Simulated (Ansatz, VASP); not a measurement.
**Two plane-wave programs on Zr**

```xyz
1
Lattice="-1.7731 1.7731 1.7731 1.7731 -1.7731 1.7731 1.7731 1.7731 -1.7731" Properties=species:S:1:pos:R:3 pbc="T T T"
Zr    0.0000    0.0000    0.0000
```

This isn't the form of Zr at room conditions, which is hcp.

Alike in both runs: task single point; functional PBEsol; k mesh 10 × 10 × 10; occupations fermi-dirac, width 0.05 eV; no spin polarisation.

|  | VASP | Ansatz |
| --- | --- | --- |
| version | VASP 6.6.1 | Ansatz 0.2.0 |
| potentials or method | VASP PAW PBE potentials, release 64 (Zr_sv) | Ansatz PAW |
| plane-wave cutoff (eV) | 520 | 420 |
| valence electrons in the cell | 12 | 12 |

Ansatz gave:

| Quantity | Value |
| --- | --- |
| gap on the k mesh at the Fermi level (eV) | none |
| pressure (GPa) | -2.4 |

Problem. What did VASP give for the same quantities?

Solution. gap on the k mesh at the Fermi level (eV): none; pressure (GPa): -2.3.

A gap of «none» marks a metal or a gap that the smearing closes.

Caveats: the PAW data sets were made with another functional, which shifts forces and pressure a little (VASP); the PAW data sets come from PBE, with cores solved anew for the run's functional, which leaves a small shift of forces and pressure (Ansatz).
